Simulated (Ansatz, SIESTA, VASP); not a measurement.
InP: programs and potentials compared

```xyz
2
Lattice="0.0000 2.9305 2.9305 2.9305 0.0000 2.9305 2.9305 2.9305 0.0000" Properties=species:S:1:pos:R:3 pbc="T T T"
In    0.0000    0.0000    0.0000
P     4.3957    4.3957    4.3957
```

Alike in all runs: task band structure; functional PBE; k mesh 8 × 8 × 8; occupations fermi-dirac, width 0.05 eV; no spin polarisation; no spin-orbit coupling. Pressure is positive in compression and, in plane waves, holds the error of the finite cutoff, which Ansatz's Pulay term estimates and takes out. Gaps are the smaller of the mesh's and the band path's.

```json
{"program and potentials": "Ansatz, Ansatz PAW", "plane-wave cutoff (eV)": "420", "notes": "Pulay term of +0.04 GPa included", "band gap (eV)": "0.72", "pressure (GPa)": "3.34"}
{"program and potentials": "SIESTA, files PseudoDojo sr-pbe-0.4.1-standard, DZP (energy shift 0.003 Ry; two zetas on semicore shells)", "plane-wave cutoff (eV)": "-", "notes": "atomic basis", "band gap (eV)": "0.86", "pressure (GPa)": "3.61"}
{"program and potentials": "Ansatz, all-electron LAPW, scalar-relativistic", "plane-wave cutoff (eV)": "-", "notes": "-", "band gap (eV)": "0.71", "pressure (GPa)": "3.34"}
{"program and potentials": "Ansatz, PseudoDojo standard (PBE files)", "plane-wave cutoff (eV)": "952", "notes": "-", "band gap (eV)": "0.71", "pressure (GPa)": "3.42"}
{"program and potentials": "VASP, PBE PAW files In_d_GW, P_GW, 600 eV", "plane-wave cutoff (eV)": "600", "notes": "-", "band gap (eV)": "0.71", "pressure (GPa)": "3.26"}
```

The band gap spans 0.71 (VASP, PBE PAW files In_d_GW, P_GW, 600 eV) to 0.86 eV (SIESTA, files PseudoDojo sr-pbe-0.4.1-standard, DZP (energy shift 0.003 Ry; two zetas on semicore shells)), with all-electron results at 0.71. The pressure spans 3.26 (VASP, PBE PAW files In_d_GW, P_GW, 600 eV) to 3.61 GPa (SIESTA, files PseudoDojo sr-pbe-0.4.1-standard, DZP (energy shift 0.003 Ry; two zetas on semicore shells)), with all-electron results at 3.34. Rows in atomic bases carry the error of their basis and grid, which can be large.

The functional is the same throughout but for its coding, so the spread measures potentials, basis and numerics; runs on potential files found faulty are left out.

The plane-wave and all-electron runs agree closely on the gap, so the choice of potential hardly matters for it. The outlier is SIESTA at 0.86 eV. Plane waves with PseudoDojo potentials give 0.71 eV, which points to the atomic basis rather than the potential. The conduction-band minimum of InP is an antibonding, largely s-like state with much weight between the atoms, and a compact basis probably places it too high.

All the gaps fall well below the known gap of InP. Since the all-electron run shares this shortfall, it belongs to the functional: semilocal Kohn-Sham gaps lack the derivative discontinuity. Spin-orbit coupling would raise the valence-band top and narrow the gap further.

The positive pressure in every row means that the cell is smaller than PBE prefers, in line with the functional's usual underbinding of III-V semiconductors. Relaxing the volume would therefore lengthen the bonds and probably reduce the direct gap. Agreement at this single volume doesn't establish equal agreement on the bulk modulus.
